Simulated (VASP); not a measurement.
Write the native input for VASP 6.6.1 that does the following.

```
Task                   : relaxation of the atoms
Functional             : r2SCAN
Potentials or basis    : VASP PAW PBE potentials, release 64 (Mg, O)
Cutoff                 : 520 eV
k mesh                 : 10 × 10 × 10
Occupations            : gaussian, width 0.05 eV
Spin                   : no spin polarisation
Further INCAR settings : ALGO = Normal; EDIFF = 1e-07; IBRION = 2; EDIFFG = -0.005; NSW = 60
```

The structure of MgO lies in POSCAR:

```
MgO
1.0
    2.9380209034      0.0000000000      0.0000000000
   -1.4690104517      2.5444007392      0.0000000000
    0.0000000000      0.0000000000      2.6796800000
Mg O
1 1
Direct
    0.0011050000     -0.0001300000      0.0026440000
    0.3374470000      0.6691970000      0.4945990000
```

The cell comes from a database or a generator and needn't be the stable form of this composition.

The cell isn't the ideal one: atoms moved at random, drawn with an rms of 0.02 Å.

One way to write it, as run:

INCAR

```
ALGO = Normal
EDIFF = 1E-7
EDIFFG = -0.005
ENCUT = 520
IBRION = 2
ISIF = 2
ISMEAR = 0
LASPH = T
LCHARG = F
LMIXTAU = T
LREAL = F
LWAVE = F
METAGGA = R2SCAN
NELM = 60
NSW = 60
PREC = Accurate
SIGMA = 0.05
```

KPOINTS

```
k-points
0
Gamma
  10 10 10
```

Potentials or basis: VASP PAW PBE potentials, release 64 (Mg, O).

Run with:

```console
$ cat potpaw_PBE.64/Mg/POTCAR potpaw_PBE.64/O/POTCAR > POTCAR
$ mpirun -np 1 vasp_std > vasp.out
```

It gave:

* Energy gained by relaxing: 0.4 meV/atom
* Ionic steps: 3
* Pressure after relaxing: -6.2 GPa
* Band gap on the k mesh: 3.77 eV, indirect (least direct gap 4.17 eV)

Caveat: the PAW data sets were made with another functional, which shifts forces and pressure a little.

Wall time 5 min on 1 thread of Intel(R) Xeon(R) Platinum 8488C (Sapphire Rapids) (shared host), peak memory 0.22 GiB.
